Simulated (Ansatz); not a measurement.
A 2-atom cell of RbBr started from a crystallographic database, relaxed with r2SCAN: 9 runs in Ansatz 0.2.0, each a construction of maximally localised Wannier functions. It is cubic, Fm-3m (No. 225); a = 6.922 Å in the conventional setting, 41.45 Å³ an atom. Around Rb lie 6 Br at 3.46 Å; around Br lie 6 Rb at 3.46 Å. Calculated for a static, non-magnetic cell.

```yaml
crystal:
  lattice:
    - [0.00000, 3.46083, 3.46083]
    - [3.46083, 0.00000, 3.46083]
    - [3.46083, 3.46083, 0.00000]
  atoms:
    - { symbol: Rb, position: [0.00000, 0.00000, 0.00000] }
    - { symbol: Br, position: [0.50000, 0.50000, 0.50000] }
```

Windows count from the top of the filled bands; a dash means that no such window was set (without an outer window there is no disentanglement). Rows marked drawn have settings drawn at random (some not listed).

| functional | SCF mesh | trial orbitals | functions | mesh | window (eV) | frozen (eV) | settings | Ω total (Å²) | Ω invariant (Å²) | largest spread (Å²) | least projectability | interpolation miss of the model's filled bands (eV, to the nearest computed level) |
| --- | --- | --- | --- | --- | --- | --- | --- | --- | --- | --- | --- | --- |
| PBE | 6×6×6 | Br s, Br p | 4 | 4×4×4 | – | – | chosen | 5.71 | 4.86 | 1.43 | 0.95 | 0.014 |
| PBE | 6×6×6 | Br s, Br p | 4 | 6×6×6 | – | – | chosen | 5.90 | 5.05 | 1.48 | 0.95 | 0.002 |
| PBE | 6×6×6 | Br p | 3 | 4×4×4 | – | – | chosen | 5.45 | 5.43 | 1.82 | 0.98 | 0.015 |
| r2SCAN | 6×6×6 | Br s, Br p | 4 | 4×4×4 | – | – | chosen | 5.59 | 4.73 | 1.40 | 0.95 | 0.011 |
| r2SCAN | 6×6×6 | Br p | 3 | 4×4×4 | – | – | chosen | 5.34 | 5.32 | 1.78 | 0.98 | 0.012 |
| HSE06 | 4×4×4 | Br s, Br p | 4 | 4×4×4 | – | – | chosen | 5.58 | 4.72 | 1.39 | 0.95 | – |
| HSE06 | 4×4×4 | Br p | 3 | 4×4×4 | – | – | chosen | 5.33 | 5.31 | 1.78 | 0.98 | – |
| PBE | 6×6×6 | Br p, Br s | 4 | 4×4×4 | – | – | drawn | 5.71 | 4.86 | 1.43 | 0.95 | 0.014 |
| PBE | 6×6×6 | Br s, Br p (plain search) | 4 | 4×4×4 | – | – | drawn | 6.53 | 4.86 | 1.82 | 0.95 | 0.015 |

A dash in the last column means that the miss wasn't evaluated.

For Br s, Br p with PBE the spread goes 5.71 Å² (4×4×4), 5.90 Å² (6×6×6): finite differences on a coarse mesh understate it.

Spin-orbit coupling is left out.
